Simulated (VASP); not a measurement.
Here is a VASP 6.6.1 calculation.

Contents of INCAR:

```
SYSTEM = CoO
PREC     = Accurate       ! precision mode
ENCUT    = 520            ! plane-wave cutoff, eV
EDIFF    = 1E-6           ! SCF threshold, eV
ISMEAR   = 0              ! smearing method
SIGMA    = 0.05           ! smearing width, eV
LREAL    = .FALSE.        ! projectors in reciprocal space
LASPH    = .TRUE.         ! aspherical terms in the spheres
NELM     = 120            ! most SCF steps
ALGO     = Normal         ! electronic algorithm
ISIF     = 2              ! what is computed and relaxed
LWAVE    = .FALSE.        ! write WAVECAR
LCHARG   = .FALSE.        ! write CHGCAR
ISPIN    = 2              ! spin polarisation
MAGMOM   = 0 0            ! initial moments
LORBIT   = 11             ! projections on sites
LMAXMIX  = 4              ! l up to which the mixer works
LDAU     = .TRUE.         ! DFT+U
LDAUTYPE = 2            
LDAUL    = 2 -1           ! shell
LDAUU    = 6 0            ! U, eV
LDAUJ    = 0 0          
LDAUPRINT= 1            
NBANDS   = 18             ! bands
```

The input KPOINTS:

```
regular mesh
0
G
  8 8 7
  0 0 0
```

The input POSCAR:

```
CoO
1.0
    2.8562992300      0.0000000000      0.0000000000
   -1.4281496100      2.4736276900      0.0000000000
    0.0000000000      0.0000000000      2.7876065300
Co O
1 1
Direct
    0.0000000000      0.0000000000      0.0000000000
    0.6666666667      0.3333333333      0.5000000000
```

Potentials or basis: VASP PAW LDA potentials, release 64 (Co, O).

Run with:

```console
$ cat potpaw_LDA.64/Co/POTCAR potpaw_LDA.64/O/POTCAR > POTCAR
$ mpirun -np 1 vasp_std > vasp.out
```

Question: Estimate the net moment.

Answer: 0.00 μB per cell.

Question: What does it give for the pressure?

Answer: -36.1 GPa.

Question: What does it give for the band gap on the k mesh?

Answer: None (metal or under the smearing width).

Eigenvalues of the final occupation matrices:
```tsv
site	spin	trace	eigenvalues
site 1 d	1	3.71	0.42 0.42 0.95 0.95 0.97
site 1 d	2	3.71	0.42 0.42 0.95 0.95 0.97
```

Caveat: a pressure of tens of GPa on the cell as given is suspect, and the run, the potentials or the cell itself is likely at fault.
